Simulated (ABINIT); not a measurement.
Here is an ABINIT 10.8.3 (patched build) calculation.

Contents of run.abi:

```
ndtset 2

pp_dirpath "./"
pseudos "Al.GGA_PBE-JTH.xml"

acell 2.8635066922 2.8635066922 2.8635066922 Angstrom
rprim
     0.0000000000     0.7071067812     0.7071067812
     0.7071067812     0.0000000000     0.7071067812
     0.7071067812     0.7071067812     0.0000000000
ntypat 1
znucl 13
natom 1
typat 1
xred
     0.0000000000     0.0000000000     0.0000000000

ecut 20.0
pawecutdg 40.0

ixc 23

occopt 7
tsmear 0.01 eV

nstep 100

iomode 3
prtwf 0
prteig 0
prtebands 0
prtden1 1

kptopt1 1
ngkpt1 11 11 11
nshiftk1 1
shiftk1 0.0 0.0 0.0
nband1 6
tolvrs1 1.0e-9

iscf2 -2
getden2 1
nband2 10
nbdbuf2 2
tolwfr2 1.0e-12
kptopt2 -9
ndivsm2 6
prteig2 1
prtvol2 -3
kptbounds2
     0.0000000000     0.0000000000     0.0000000000
     0.5000000000     0.0000000000     0.5000000000
     0.5000000000     0.2500000000     0.7500000000
     0.3750000000     0.3750000000     0.7500000000
     0.0000000000     0.0000000000     0.0000000000
     0.5000000000     0.5000000000     0.5000000000
     0.6250000000     0.2500000000     0.6250000000
     0.5000000000     0.2500000000     0.7500000000
     0.5000000000     0.5000000000     0.5000000000
     0.3750000000     0.3750000000     0.7500000000
```

Potentials or basis: JTH PAW PBE v2.0.

Run with:

```bash
$ abinit run.abi > log 2>&1
```

(1) Predict the band gap on the k mesh.

(2) Predict the pressure.

Results:

(1) none (metal or under the smearing width).

(2) -1.5 GPa.

Caveat: the PAW data sets were made with another functional, which shifts forces and pressure a little.
